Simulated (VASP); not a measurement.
# Be in VASP: further runs

Runs on Be. Level: PBE. Tasks: single point.

Program: VASP 6.6.1. These are calculated values, not measurements. Logs are shortened: lines on timing, memory, paths and dates and some standing lists are left out, and cuts for length are marked.

## Step 1: The structure

The cell holds a sheet with vacuum, 1 atom: a = 1.999 Å, b = 1.996 Å, c = 23.800 Å, α = 90.00°, β = 90.00°, γ = 90.00°.

The cell was built by a generator and needn't be a form met in nature.

## Step 2: Single point, PBE

File INCAR:

```
ALGO = Normal
DIPOL = 0.5 0.5 0.294
EDIFF = 1E-7
ENCUT = 520
GGA = PE
IDIPOL = 3
ISIF = 2
ISMEAR = 0
LASPH = True
LCHARG = True
LDIPOL = True
LELF = True
LREAL = False
LVACPOTAV = True
LVHAR = True
LWAVE = False
NBANDS = 7
NELM = 100
PREC = Accurate
SIGMA = 0.1
```

File KPOINTS:

```
k-points
0
Gamma
  10 8 1
```

File POSCAR:

```
Be
1.0
    1.9985859957      0.0000000000      0.0000000000
    0.0000000000      1.9957892487      0.0000000000
    0.0000000000      0.0000000000     23.8000000000
Be
1
Direct
    0.0000000000      0.5000000000      0.2941176471
```

Potentials or basis: VASP PAW PBE potentials, release 64 (Be).

Command:

```bash
> cat potpaw_PBE.64/Be/POTCAR > POTCAR
> mpirun -np 1 vasp_std > vasp.out
```

OUTCAR:

```text
EDIFF = 1E-7
   ENCUT = 520
   GGA = PE
   ISIF = 2
   ISMEAR = 0
   LASPH = True
   LREAL = False
   NELM = 100
   PREC = Accurate

 ion  position               nearest neighbor table
   1  0.000  0.500  0.294-

  LATTYP: Found a simple orthorhombic cell.
 ALAT       =     1.9957892487
 B/A-ratio  =     1.0014013238
 C/A-ratio  =    11.9251068295

  Lattice vectors:

 A1 = (   0.0000000000,  -1.9957892487,   0.0000000000)
 A2 = (   1.9985859957,   0.0000000000,   0.0000000000)
 A3 = (   0.0000000000,   0.0000000000,  23.8000000000)

Analysis of symmetry for initial positions (statically):
=====================================================================
 Subroutine PRICEL returns:
 Original cell was already a primitive cell.

 Routine SETGRP: Setting up the symmetry group for a
 simple orthorhombic supercell.

 Subroutine GETGRP returns: Found  8 space group operations
 (whereof  4 operations were pure point group operations)
 out of a pool of  8 trial point group operations.

The static configuration has the point symmetry C_2v.
 The point group associated with its full space group is D_2h.

Analysis of symmetry for dynamics (positions and initial velocities):
=====================================================================
 Subroutine PRICEL returns:
 Original cell was already a primitive cell.

 Routine SETGRP: Setting up the symmetry group for a
 simple orthorhombic supercell.

 Subroutine GETGRP returns: Found  8 space group operations
 (whereof  4 operations were pure point group operations)
 out of a pool of  8 trial point group operations.

The dynamic configuration has the point symmetry C_2v.
 The point group associated with its full space group is D_2h.

 Subroutine INISYM returns: Found  8 space group operations
 (whereof  4 operations are pure point group operations),
 and found     1 'primitive' translations

----------------------------------------------------------------------------------------

                                     Primitive cell

  volume of cell :      94.9324

  direct lattice vectors                    reciprocal lattice vectors
     1.998585996  0.000000000  0.000000000     0.500353751  0.000000000  0.000000000
     0.000000000  1.995789249  0.000000000     0.000000000  0.501054909  0.000000000
     0.000000000  0.000000000 23.800000000     0.000000000  0.000000000  0.042016807

  length of vectors
     1.998585996  1.995789249 23.800000000     0.500353751  0.501054909  0.042016807
[... 86 lines left out ...]
   ISYM   =      2    0-nonsym 1-usesym 2-fastsym
   POTIM  = 0.5000    time-step for ionic-motion
   TEBEG  =    0.0;   TEEND  =   0.0 temperature during run
   PSTRESS=    0.0 pullay stress
   NELECT =       2.0000    total number of electrons
   NUPDOWN=      -1.0000    fix difference up-down
   EMIN   =  10.00;   EMAX   =-10.00  energy-range for DOS
   EFERMI =   0.00;   METHOD = LEGACY
   ISMEAR =     0;   SIGMA  =   0.10  broadening in eV -4-tet -1-fermi 0-gaus
   EFERMI_NEDOS =   21; number of points for ismear=-14 and -15
   IALGO  =     38    algorithm
   IMIX   =      4    mixing-type and parameters
     AMIX     =   0.40;   BMIX     =  1.00
     AMIX_MAG =   1.60;   BMIX_MAG =  1.00
  volume/ion in A,a.u.               =      94.93       640.64
  Fermi-wavevector in a.u.,A,eV,Ry     =   0.452147  0.854435  2.781538  0.204437
  Thomas-Fermi vector in A             =   1.433818
   LORBIT       =      0    0 simple, 1 ext, 2 COOP (PROOUT), +10 PAW based schemes
   GGA     = PE    functional components
   LHFCALC =     F    Hartree Fock is set to
   AEXX    =    0.0000 exact exchange contribution
   IVDW    =     0    specifies the selected vdW correction
   LEPSILON=     F    determine dielectric tensor
   LRPA    =     F    only Hartree local field effects (RPA)
 non-spin polarized calculation
 Gauss-broadening in eV      SIGMA  =   0.10
  energy-cutoff  :      520.00
  volume of cell :       94.93
 maximum number of plane-waves:      2605
 NGX is ok and might be reduce to    16
   NGX =  7   NGY =  7   NGZ = 89

 dipolmoment           0.000000      0.000000     -0.000000 electrons x Angstroem

 number of electron       2.0000000 magnetization

 dipolmoment           0.000000      0.000000      0.000000 electrons x Angstroem

 Free energy of the ion-electron system (eV)
  ---------------------------------------------------
  ext. energy  EPLUGINS =         0.00000000
  ---------------------------------------------------
  free energy    TOTEN  =        -2.64318116 eV

  energy without entropy =       -2.64317197  energy(sigma->0) =       -2.64317656

 E-fermi :  -3.6187     XC(G=0):  -1.6999

 val. band max:       -3.8586916534   @ k =   0.5000   0.2500   0.0000
 cond. band min:      -3.3657141538   @ k =   0.2000   0.1250   0.0000
 fundamental gap:      0.4929774996
 Fermi energy:        -3.6186745638

 k-point     1 :       0.0000    0.0000    0.0000
  band No.  band energies     occupation
      1     -10.5236      2.00000
      2      -5.3988      2.00000
      3       0.1354      0.00000
      4       0.8018      0.00000
      5       1.1273      0.00000
      6       1.8079      0.00000
      7       2.0562      0.00000
[... 221 lines left out ...]
 k-point    24 :       0.5000    0.3750    0.0000
  band No.  band energies     occupation
      1      -1.4133      0.00000
      2       0.2808      0.00000
      3       6.9609      0.00000
      4      10.0210      0.00000
      5      10.9198      0.00000
      6      11.3328      0.00000
      7      14.6058      0.00000

 [... further k-points ...]

------------------------ aborting loop because EDIFF is reached ----------------------------------------

  FORCE on cell =-STRESS in cart. coord.  units (eV):
  Direction    XX          YY          ZZ          XY          YZ          ZX
  --------------------------------------------------------------------------------------
  -------------------------------------------------------------------------------------
  Total        0.0154245      0.0078243     -0.0003832      0.0000000      0.0000000      0.0000000
  in kB        0.2603205      0.1320512     -0.0064671      0.0000000      0.0000000      0.0000000
  external PRESSURE =       0.1286349 kB  Pullay stress =       0.0000000 kB

 VOLUME and BASIS-vectors are now :
 -----------------------------------------------------------------------------
  energy-cutoff  :      520.00
  volume of cell :       94.93
      direct lattice vectors                 reciprocal lattice vectors
     1.998585996  0.000000000  0.000000000     0.500353751  0.000000000  0.000000000
     0.000000000  1.995789249  0.000000000     0.000000000  0.501054909  0.000000000
     0.000000000  0.000000000 23.800000000     0.000000000  0.000000000  0.042016807

 POSITION                                       TOTAL-FORCE (eV/Angst)
 -----------------------------------------------------------------------------------
      0.00000      0.99789      7.00000         0.000000      0.000000      0.000000
 -----------------------------------------------------------------------------------
    total drift:                                0.000000     -0.000000      0.000002

  FREE ENERGIE OF THE ION-ELECTRON SYSTEM (eV)
  ---------------------------------------------------
  free  energy   TOTEN  =        -2.6431811557 eV

  energy  without entropy=       -2.6431719711  energy(sigma->0) =       -2.64317656

 vacuum level on the upper side and lower side of the slab         0.997         0.997
```

OSZICAR:

```text
N       E                     dE             d eps       ncg     rms          rms(c)
DAV:   1     0.348636878531E+01    0.34864E+01   -0.85225E+02   420   0.197E+02
DAV:   2    -0.281427738959E+01   -0.63006E+01   -0.52120E+01   560   0.257E+01
DAV:   3    -0.295644719615E+01   -0.14217E+00   -0.14163E+00   651   0.516E+00
[... 12 lines left out ...]
DAV:  16    -0.264317657890E+01   -0.13392E-04   -0.44249E-06   539   0.417E-03    0.324E-04
DAV:  17    -0.264318072551E+01   -0.41466E-05   -0.31780E-07   539   0.119E-03    0.100E-04
DAV:  18    -0.264318101424E+01   -0.28874E-06   -0.13706E-08   574   0.256E-04    0.396E-05
DAV:  19    -0.264318115603E+01   -0.14178E-06   -0.56772E-09   560   0.145E-04    0.903E-06
DAV:  20    -0.264318115571E+01    0.31291E-09   -0.13701E-10   504   0.236E-05
   1 F= -.26431812E+01 E0= -.26431766E+01  d E =-.918463E-05
```

stdout:

```text
POSCAR found type information on POSCAR Be
 POSCAR found :  1 types and       1 ions
 scaLAPACK will be used
 LDA part: xc-table for (Slater+PW92), standard interpolation
 POSCAR, INCAR and KPOINTS ok, starting setup
 FFT: planning ... GRIDC
 FFT: planning ... GRID_SOFT
 FFT: planning ... GRID
 WAVECAR not read
 entering main loop
 -----------------------------------------------------------------------------
|                                                                             |
|           W    W    AA    RRRRR   N    N  II  N    N   GGGG   !!!           |
|           W    W   A  A   R    R  NN   N  II  NN   N  G    G  !!!           |
|           W    W  A    A  R    R  N N  N  II  N N  N  G       !!!           |
|           W WW W  AAAAAA  RRRRR   N  N N  II  N  N N  G  GGG   !            |
|           WW  WW  A    A  R   R   N   NN  II  N   NN  G    G                |
|           W    W  A    A  R    R  N    N  II  N    N   GGGG   !!!           |
|                                                                             |
|     Did not find any points to average over, which means that no vacuum     |
|     field-free region was found. Please increase the size of  your cell     |
|     in the dimension of the dipole correction to obtain accurate            |
|     workfunction values.                                                    |
|                                                                             |
 -----------------------------------------------------------------------------
```

It took 23 s on 1 thread of Intel Xeon Platinum 8488C (Sapphire Rapids), shared host; peak memory 0.19 GiB.

What came out:

```yaml
Free_energy: -2.6432 eV
Band_gap_on_the_k_mesh: none (metal or under the smearing width)
Work_function_of_the_upper_face: 4.62 eV
Work_function_of_the_lower_face: 4.62 eV
```

Caveat: the k mesh is coarse (spacing up to 0.39 Å⁻¹), so the values aren't converged.

[end of part 1 of 2]
